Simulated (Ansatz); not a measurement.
## AlAs with an As vacancy: do the settings matter for the field gradients?

Cell: a supercell of AlAs (zinc blende type, F-43m) built from a COD entry, with all atoms left at the host's positions.

```
Al As
1.0
     0.00000    8.49120    8.49120
     8.49120    0.00000    8.49120
     8.49120    8.49120    0.00000
Al As
27 26
Direct
  0.00000 0.00000 0.00000
  0.00000 0.00000 0.33333
  0.00000 0.00000 0.66667
  0.00000 0.33333 0.00000
  0.00000 0.33333 0.33333
  0.00000 0.33333 0.66667
  0.00000 0.66667 0.00000
  0.00000 0.66667 0.33333
  0.00000 0.66667 0.66667
  0.33333 0.00000 0.00000
  0.33333 0.00000 0.33333
  0.33333 0.00000 0.66667
  0.33333 0.33333 0.00000
  0.33333 0.33333 0.33333
  0.33333 0.33333 0.66667
  0.33333 0.66667 0.00000
  0.33333 0.66667 0.33333
  0.33333 0.66667 0.66667
  0.66667 0.00000 0.00000
  0.66667 0.00000 0.33333
  0.66667 0.00000 0.66667
  0.66667 0.33333 0.00000
  0.66667 0.33333 0.33333
  0.66667 0.33333 0.66667
  0.66667 0.66667 0.00000
  0.66667 0.66667 0.33333
  0.66667 0.66667 0.66667
  0.08333 0.08333 0.41667
  0.08333 0.08333 0.75000
  0.08333 0.41667 0.08333
  0.08333 0.41667 0.41667
  0.08333 0.41667 0.75000
  0.08333 0.75000 0.08333
  0.08333 0.75000 0.41667
  0.08333 0.75000 0.75000
  0.41667 0.08333 0.08333
  0.41667 0.08333 0.41667
  0.41667 0.08333 0.75000
  0.41667 0.41667 0.08333
  0.41667 0.41667 0.41667
  0.41667 0.41667 0.75000
  0.41667 0.75000 0.08333
  0.41667 0.75000 0.41667
  0.41667 0.75000 0.75000
  0.75000 0.08333 0.08333
  0.75000 0.08333 0.41667
  0.75000 0.08333 0.75000
  0.75000 0.41667 0.08333
  0.75000 0.41667 0.41667
  0.75000 0.41667 0.75000
  0.75000 0.75000 0.08333
  0.75000 0.75000 0.41667
  0.75000 0.75000 0.75000
```

Sites (sets of like atoms) are named by element and the number of their first atom in this list.

Reference run. The numbers come from a DFT calculation in Ansatz (PBE, plane waves and PAW, scalar-relativistic, collinear spin, 420 eV cutoff, Γ-centred 2×2×2 k-points, Fermi–Dirac smearing 0.01 eV, cell charge +2). Start moments as typed (μB): 0.5 0.5 0 0.5 0 0 0 0 0 0.5 0 0 0 0 0 0 0 0 0 0 0 0 0 0 0 0 0 0 0 0 0 0 0 0 0 0 0 0 0 0 0 0 0 0 0 0 0 0 0 0 0 0 0 by atom.

(1) The input is changed as follows: `scf.occupations.method`: fermi_dirac → gaussian; `hamiltonian.xc`: pbe → rpbe. What happens to V_zz (10²¹ V/m²) and η?

Results:

(1) 

| site | atom | V_zz reference | η reference | V_zz changed | η changed |
| --- | --- | --- | --- | --- | --- |
| Al1 | 1 | 4.58 | 0.00 | 4.55 | 0.00 |
| Al3 | 3 | -0.35 | 0.99 | -0.34 | 0.97 |
| Al5 | 5 | -0.098 | 0.91 | -0.096 | 0.91 |
| As28 | 28 | 5.27 | 0.07 | 5.20 | 0.07 |
| As31 | 31 | -0.25 | 0.00 | -0.22 | 0.00 |
| As35 | 35 | -0.33 | 0.00 | -0.31 | 0.00 |
| As41 | 41 | -0.21 | 0.03 | -0.21 | 0.01 |

The largest change of V_zz is on As28, from 5.27 to 5.20. In per cent, |V_zz| changes by -1 on Al, -1 on As (all sites that start above 2). Sites with |V_zz| of 0.02 or less aren't listed. SCF iterations: 14 and 16.

On the reference run: The defect repeats with the cell of 53 atoms, so it feels its images: sites between two images don't show the values beside a lone defect, and zeros or small values of η there can come from the images' arrangement. A uniform background compensates the cell's charge. The defect cell has no gap above 0.1 eV on its mesh, so the values can hang on the smearing and the k-mesh. The neighbours have not yet relaxed around the defect (largest force 0.33 eV/Å), so a real crystal will differ.
